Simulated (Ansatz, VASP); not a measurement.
**One calculation of CoSi, two programs**

File INCAR:

```
SYSTEM = CoSi
PREC = Accurate
ENCUT = 520
EDIFF = 1E-7
ISMEAR = -1
SIGMA = 0.05
LREAL = .False.
LASPH = .True.
NELM = 150
ALGO = Normal
ISIF = 2
LWAVE = .False.
LCHARG = .True.
ISPIN = 2
MAGMOM = 2 0
LORBIT = 11
LMAXMIX = 4
LELF = .True.
LVHAR = .True.
NBANDS = 18
```

Contents of KPOINTS:

```
regular mesh
0
Gamma
  10 10 10
  0 0 0
```

Contents of POSCAR:

```
CoSi
1.0
    2.8358838098      0.0000000000      0.0000000000
    0.0000000000      2.8358838098      0.0000000000
    0.0000000000      0.0000000000      2.8358838098
Co Si
1 1
Direct
    0.0000000000      0.0000000000      0.0000000000
    0.5000000000      0.5000000000      0.5000000000
```

Contents of input.yaml:

```yaml
crystal:
  lattice:
    - [2.8358838098, 0.0, 0.0]
    - [0.0, 2.8358838098, 0.0]
    - [0.0, 0.0, 2.8358838098]
  atoms:
    - { symbol: Co, position: [0.0, 0.0, 0.0], spin: 2.0 }
    - { symbol: Si, position: [0.5, 0.5, 0.5] }
kpoints:
  mp_grid: { grid: [10, 10, 10] }
scf:
  occupations: { method: fermi_dirac, width: 0.05 }
hamiltonian:
  xc: lda
  pseudopotentials: { kind: all_electron, lapw: { basis_error: 0.001 } }
magnetization:
  spin_polarized: true
output:
  forces: true
  stress: true
  eigenvalues: true
```

Change from the starting cell: volume scaled by 1.06.

Alike in both runs: task single point; functional LDA; k mesh 10 × 10 × 10; occupations fermi-dirac, width 0.05 eV; collinear spin.

```csv
,VASP,Ansatz
version,VASP 6.6.1,Ansatz 0.2.0
potentials or method,"VASP PAW LDA potentials, release 64 (Co, Si)","all-electron LAPW, scalar-relativistic"
plane-wave cutoff (eV),520,see its input
```

Ansatz gave:

* gap on the k mesh at the Fermi level (eV): none
* pressure (GPa): -22.1
* net moment per atom (μB): 0.25
* size of the moment on the site where the two differ most (μB): 0.51

Problem. What did VASP give for the same quantities?

Solution. gap on the k mesh at the Fermi level (eV): none; pressure (GPa): -22.0; net moment per atom (μB): 0.22; size of the moment on the site where the two differ most (μB): 0.44.

Site moments also hang on the region over which each program counts them. A gap of «none» marks a metal or a gap that the smearing closes. Ansatz ran all-electron here, so the differences hold the error of VASP's frozen core and of both bases.

Caveats: so large a pressure means that the cell lies far from this level's equilibrium, or that cutoff or potentials fall short (VASP).
